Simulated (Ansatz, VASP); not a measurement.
Ni in VASP and in Ansatz

```
Ni
1.0
     3.93076    0.00000    0.00000
    -1.96538    3.40414    0.00000
     0.00000    0.00000    2.36405
Ni
3
Cartesian
  1.9654 3.4041 0.0000
  0.0000 2.2694 1.1820
  1.9654 1.1347 1.1820
```

Alike in both runs: functional PBEsol; k mesh 9 × 9 × 13; occupations fermi-dirac, width 0.1 eV; no spin polarisation.

Ansatz relaxed the structure, and its values are those at the end. VASP's run is a single point on that final structure, the one shown.

|  | VASP | Ansatz |
| --- | --- | --- |
| version | VASP 6.6.1 | Ansatz 0.2.0 |
| potentials or method | VASP PAW PBE potentials, release 64 (Ni) | plane waves (420 eV) with PAW, scalar-relativistic |
| plane-wave cutoff (eV) | 520 | 420 |
| valence electrons in the cell | 30 | 54 |

```csv
,VASP,Ansatz,Ansatz less VASP
pressure (GPa),0.0,0.0,-0.03
```

The functional is the same, so the differences come from potentials, cutoffs and numerics. The two sets of potentials don't hold the same shells in valence. Ansatz warned: «pseudo_functional_mismatch».

Caveats: the PAW data sets were made with another functional, which shifts forces and pressure a little (VASP); the run has no spin polarisation, though such a crystal can be magnetic. Spin polarisation is off, so any magnetic state and its effect on volume and gap are missing.
